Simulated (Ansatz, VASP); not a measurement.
# Two plane-wave programs on HfO2

```xyz
3
Lattice="0.1358 2.5692 2.5692 2.5692 0.1358 2.5692 2.5692 2.5692 0.1358" Properties=species:S:1:pos:R:3 pbc="T T T"
Hf    0.0000    0.0000    0.0000
O     1.3185    1.3185    1.3185
O     3.9556    3.9556    3.9556
```

Alike in both runs: task single point; functional PBEsol; k mesh 8 × 8 × 8; occupations gaussian, width 0.05 eV; no spin polarisation.

|  | VASP | Ansatz |
| --- | --- | --- |
| version | VASP 6.6.1 | Ansatz 0.2.0 |
| potentials or method | VASP PAW PBE potentials, release 64 (Hf_pv, O) | scalar-relativistic, plane waves, PAW |
| plane-wave cutoff (eV) | 520 | 520 |
| valence electrons in the cell | 22 | 38 |

```csv
,VASP,Ansatz,Ansatz less VASP
gap on the k mesh at the Fermi level (eV),3.84,3.81,-0.032
least direct gap on the mesh (eV),3.84,3.81,-0.032
pressure (GPa),5.6,9.6,+4.00
largest component of the traceless stress (GPa),4.75,4.95,+0.200
rms of the force components (eV/Å),0.284,0.310,+0.0262
```

Atom by atom the forces differ by 0.026 eV/Å (rms over components). One of these differences is far larger than is usual between the two programs; its cause wasn't traced. The two sets of potentials don't hold the same shells in valence. Ansatz warned: «pseudo_functional_mismatch».

Caveats: the PAW data sets were made with another functional, which shifts forces and pressure a little (VASP); spin-orbit coupling is left out, which moves the levels of the heavy elements. A k mesh can miss the band edges.
